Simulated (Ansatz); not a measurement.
# HfO2 under changes of volume

One of the cells (10.955 Å³/atom); the others are scaled copies at fixed shape and fractional positions:

```
Hf O
1.0
     5.21946    0.00000    0.00000
     0.00000    5.00476    0.00000
     0.00000    0.00000    5.03269
Hf O
4 8
Direct
  0.96699 0.73252 0.74144
  0.53301 0.73252 0.24144
  0.46699 0.26748 0.74144
  0.03301 0.26748 0.24144
  0.63213 0.92865 0.87927
  0.86787 0.92865 0.37927
  0.23395 0.53988 0.49229
  0.26605 0.53988 0.99229
  0.76605 0.46012 0.99229
  0.73395 0.46012 0.49229
  0.13213 0.07135 0.87927
  0.36787 0.07135 0.37927
```

Measurements of this composition are mostly on another form, of space group No. 14.

```yaml
Program: Ansatz 0.2.0
Functional: r2SCAN
Dispersion: D4
Potentials_or_basis: Ansatz PAW
Cutoff: "500 eV (not typed: the program's choice for these potentials)"
k_mesh: 5 × 6 × 5
Occupations: fermi-dirac, width 0.05 eV
Spin: no spin polarisation
```

```tsv
volume (Å³/atom)	energy over the lowest point (meV/atom)	pressure (GPa)	gap on the mesh (eV)	largest force (eV/Å)
10.298	48.98	22.2	5.23	0.332
10.517	23.64	15.0	5.15	0.233
10.736	7.63	8.5	5.08	0.142
10.955	0.02	2.7	5.00	0.064
11.175	0.00	-2.6	4.93	0.052
11.394	?	?	?	?
11.613	19.86	-11.6	4.78	0.181
```

Question: What does the run at 11.394 Å³/atom give?

Answer: Energy over the lowest point 6.84 meV/atom; pressure -7.3 GPa; gap on the mesh 4.86 eV; largest force 0.115 eV/Å.

Worked out: A Birch-Murnaghan fit of order 3 (a polynomial in V^(-2/3)) to the other rows has its minimum at 11.06 Å³/atom with B0 = V·E''(V) = 266 GPa and B' = 4.2 at fixed shape and positions, which overstates the stiffness. It gives 6.84 meV/atom at 11.394 Å³/atom, against the run's 6.84, and -dE/dV = -7.3 GPa, against -7.3. A straight line through the other rows of the gap, of slope -3.73 eV per unit of ln V, gives 4.85 eV, against the run's 4.86.

Energies are extrapolated to zero smearing.

Caveats: odd divisions of the mesh miss points on the zone boundary, where band edges often lie, so the gap on the mesh can be too wide; spin-orbit coupling is left out, which moves the levels of the heavy elements; the PAW data sets come from PBE, with cores solved anew for the run's functional, which leaves a small shift of forces and pressure.

A mesh can miss the band edges.
